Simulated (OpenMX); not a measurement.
# InSe: equation of state with LDA

The system is InSe.

```
In Se
1.0
     2.00000    1.15470    8.44000
    -2.00000    1.15470    8.44000
     0.00000   -2.30940    8.44000
In Se
2 2
Direct
  0.88860 0.88860 0.88860
  0.00000 0.00000 0.00000
  0.17190 0.17190 0.17190
  0.38350 0.38350 0.38350
```

```yaml
Program: OpenMX 3.8.5
Task: equation of state
Functional: LDA
Potentials_or_basis: OpenMX 2013 LDA set, In7.0-s3p2d2, Se7.0-s3p2d2, fixed grid of 45 × 45 × 45 points
k_mesh: 9 × 9 × 9
Occupations: fermi-dirac, width 0.05 eV
Spin: no spin polarisation
```

| Property | Result |
| --- | --- |
| Equilibrium volume | 29.19 Å³/atom |
| Bulk modulus at fixed shape and positions | 52 GPa |
| Pressure derivative of the bulk modulus | 4.9 |

Energy against volume, from the lowest point:
```tsv
volume (Å³/atom)	energy (meV/atom)
27.483	18.34
28.068	7.58
28.652	1.63
29.237	0.00
29.822	2.14
30.406	7.64
30.991	16.18
```

Caveat: the basis has few d functions beyond the semicore shells, which can make volumes several per cent too large; volumes in these bases differ from converged ones by about 1 %, for some elements by several; the cell was scaled at fixed shape and fractional positions, which overstates the stiffness of a crystal with free parameters, most of all of layers and chains; the basis of atomic orbitals isn't converged, which shifts pressures, moduli and gaps.
